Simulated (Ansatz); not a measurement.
Seebeck coefficient (μV/K, mean over directions) of p-type ZnTe (F-43m) against carrier density, Ansatz (a first-principles code) with PBEsol with spin-orbit coupling, rigid bands. Computed gap 0.95 eV; densities at which minority carriers matter at this gap, or further valleys turn the trend, are left out. Conductivity mass 0.46 mₑ (harmonic mean over directions), N_v = 1.5e19 cm⁻³ at 300 K.

```tsv
hole density	300 K	500 K
1e16 cm⁻³	842	912
1e17 cm⁻³	644	…
1e18 cm⁻³	446	516
3e18 cm⁻³	353	422
1e19 cm⁻³	253	320
3e19 cm⁻³	169	231
1e20 cm⁻³	94	144
3e20 cm⁻³	52	…
1e21 cm⁻³	29	…
```

**Question.** Some entries are withheld; supply them.

**Answer.** 
- 1e17 cm⁻³, 500 K: 714
- 3e20 cm⁻³, 500 K: 84
- 1e21 cm⁻³, 500 K: 48

Rigid bands with a gap fixed in temperature, one relaxation time for all states, no polarons or phonon drag, and whether or not such doping can be reached.
